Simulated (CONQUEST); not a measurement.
# SnTe under changes of volume

One of the cells (31.281 Å³/atom); the others are scaled copies at fixed shape and fractional positions:

```xyz
4
Lattice="4.4560 0.0000 0.0000 0.0000 4.4560 0.0000 0.0000 0.0000 6.3017" Properties=species:S:1:pos:R:3 pbc="T T T"
Te    0.0000    0.0000    3.1509
Te    2.2280    2.2280    0.0000
Sn    0.0000    0.0000    0.0000
Sn    2.2280    2.2280    3.1509
```

| Property | Result |
| --- | --- |
| Program | CONQUEST 1.3 |
| Functional | PBEsol |
| Potentials or basis | PseudoDojo NC PBEsol, DZP, grid of 48 × 48 × 60 points |
| k mesh | 6 × 6 × 4 |
| Occupations | fermi-dirac, width 0.05 eV |
| Spin | no spin polarisation |

| volume (Å³/atom) | energy over the lowest point (meV/atom) | pressure (GPa) |
| --- | --- | --- |
| 29.404 | 19.04 | 3.5 |
| 30.030 | 7.79 | 2.2 |
| 30.656 | 1.91 | 0.9 |
| 31.281 | 0.00 | 0.2 |
| 31.907 | ? | ? |
| 32.532 | 5.82 | -1.5 |
| 33.158 | 13.55 | -2.4 |

Problem. What does the run at 31.907 Å³/atom give?

Solution. Energy over the lowest point 1.32 meV/atom; pressure -0.8 GPa.

Worked out: A Birch-Murnaghan fit of order 3 (a polynomial in V^(-2/3)) to the other rows has its minimum at 31.31 Å³/atom with B0 = V·E''(V) = 46 GPa and B' = 6.0. It gives 1.36 meV/atom at 31.907 Å³/atom, against the run's 1.32, and -dE/dV = -0.8 GPa, against -0.8.

Energies are extrapolated to zero smearing.

Caveats: the basis of atomic orbitals isn't converged, which shifts pressures, moduli and gaps; the real-space grid breaks the cell's symmetry a little (some runs).
